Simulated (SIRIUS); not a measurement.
# TaN under changes of volume

One of the cells (10.991 Å³/atom); the others are scaled copies at fixed shape and fractional positions:

```
Ta N
1.0
     2.95746    0.00000    0.00000
    -1.47873    2.56123    0.00000
     0.00000    0.00000    2.90209
Ta N
1 1
Cartesian
  0.0000 0.0000 1.4510
  1.4787 0.8537 0.0000
```

| Quantity | Value |
| --- | --- |
| Program | SIRIUS 7.10.0 |
| Functional | PBEsol |
| Potentials or basis | PseudoDojo 0.4.1 PBEsol standard (scalar relativistic) |
| Cutoff | 1152 eV |
| Density cutoff | 4606 eV |
| k mesh | 10 × 10 × 9 |
| Occupations | fermi-dirac, width 0.05 eV |
| Spin | no spin polarisation |

| volume (Å³/atom) | energy over the lowest point (meV/atom) | pressure (GPa) |
| --- | --- | --- |
| 10.129 | ? | ? |
| 10.345 | 7.99 | 10.0 |
| 10.560 | 0.00 | 2.0 |
| 10.991 | 13.48 | -11.6 |
| 11.207 | 32.97 | -17.3 |
| 11.422 | 59.82 | -22.5 |

Question: What does the run at 10.129 Å³/atom give?

Answer: Energy over the lowest point 27.30 meV/atom; pressure 18.9 GPa.

Worked out: A Birch-Murnaghan fit of order 3 (a polynomial in V^(-2/3)) to the other rows has its minimum at 10.62 Å³/atom with B0 = V·E''(V) = 361 GPa and B' = 4.3 at fixed shape and positions, which overstates the stiffness. It gives 27.33 meV/atom at 10.129 Å³/atom, against the run's 27.30, and -dE/dV = 18.9 GPa, against 18.9.

Energies are extrapolated to zero smearing.
